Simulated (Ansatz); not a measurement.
# ZrO2: the cost of one run

Computed with Ansatz 0.2.0 (DFT PBEsol, scalar-relativistic, plane waves, PAW, unless a step's input says otherwise).

The COD entry's cell or inner coordinates are ideal or old and differ from later refinements, so a difference from it is no clean test against experiment.

2 further runs of the same task are left out: 2 set aside as unsound or not needed.

## 1. The system as given

Symmetry: Fm-3m, No. 225, cubic system. Conventional cell: a = 5.064 Å, b = 5.064 Å, c = 5.064 Å, α = 90.00°, β = 90.00°, γ = 90.00°. Zr (site symmetry m-3m) has 8 O at 2.19 Å as nearest neighbours. O (site symmetry -43m) is surrounded by 4 Zr at 2.19 Å.

As a file:

```cif
data_structure
_symmetry_space_group_name_H-M 'P 1'
_symmetry_Int_Tables_number 1
_cell_length_a 3.5808
_cell_length_b 3.5808
_cell_length_c 3.5808
_cell_angle_alpha 60.000
_cell_angle_beta 60.000
_cell_angle_gamma 60.000
_cell_volume 32.47
loop_
_atom_site_label
_atom_site_type_symbol
_atom_site_fract_x
_atom_site_fract_y
_atom_site_fract_z
_atom_site_occupancy
Zr1 Zr 0.00000 0.00000 0.00000 1
O1 O 0.25000 0.25000 0.25000 1
O2 O 0.75000 0.75000 0.75000 1
```

This cell was relaxed beforehand with the same method: volume 10.82 Å³/atom, gap on the mesh 3.33 eV.

## 2. Relaxing at 16 GPa

At a set pressure the run lowers the enthalpy E + PV, so the energy alone may rise along the way.

input.yaml

```yaml
crystal:
  lattice:
    - [0.0, 2.5320190108, 2.5320190108]
    - [2.5320190108, 0.0, 2.5320190108]
    - [2.5320190108, 2.5320190108, 0.0]
  atoms:
    - { symbol: Zr, position: [0.0, 0.0, 0.0] }
    - { symbol: O, position: [0.25, 0.25, 0.25] }
    - { symbol: O, position: [0.75, 0.75, 0.75] }
basis:
  ecutwfc: 420
kpoints:
  mp_grid: { grid: [8, 8, 8] }
hamiltonian:
  xc: pbesol
scf:
  occupations: { method: fixed }
output:
  forces: true
  stress: true
  eigenvalues: true
relax:
  adjacent_minimum: "off"
  f_tol: 0.001
  max_steps: 60
  cell: { stress_tol: 0.02, p_target: 16.0 }
```

The run is started by

```sh
ansatz run input.yaml --threads 1 --pin off --max-ram 3072MiB --backend cpu --events-out ev --progress --plain --runs-dir out
```

What time and memory should one allow on 1 thread of AMD EPYC 9R45 (Zen 5), shared host?

About 2.3 s, with a peak of 0.37 GiB.
